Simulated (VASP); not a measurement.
The system is AlPt.

```
CELL_PARAMETERS angstrom
4.87893 0.00000 0.00000
0.00000 4.87893 0.00000
0.00000 0.00000 4.87893
ATOMIC_POSITIONS crystal
Pt 0.84494 0.65506 0.34494
Pt 0.65506 0.34494 0.84494
Pt 0.34494 0.84494 0.65506
Pt 0.15506 0.15506 0.15506
Al 0.15597 0.34403 0.65597
Al 0.34403 0.65597 0.15597
Al 0.65597 0.15597 0.34403
Al 0.84403 0.84403 0.84403
```

The cell is a database's computed one.

Base run:

| Quantity | Value |
| --- | --- |
| Program | VASP 6.6.1 |
| Functional | PBEsol |
| Potentials or basis | VASP PAW PBE potentials, release 64 (Pt, Al) |
| Cutoff | 520 eV |
| k mesh | 5 × 5 × 5 |
| Occupations | fermi-dirac, width 0.05 eV |
| Spin | no spin polarisation |
| Hubbard terms | Pt d U = 5 eV |

Its results: band gap on the k mesh none (metal or under the smearing width); pressure -9.1 GPa; largest force 0.086 eV/Å.

Q: The run is repeated on the same cell with these changes: hubbard terms from Pt d U = 5 eV to Pt d U = 4 eV. What comes out?

A: Band gap on the k mesh none (metal or under the smearing width); pressure -7.3 GPa; largest force 0.065 eV/Å.

Caveats: the PAW data sets were made with another functional, which shifts forces and pressure a little; U without spin polarisation on a metal has little footing; the U is typed as a test and isn't derived for this compound.
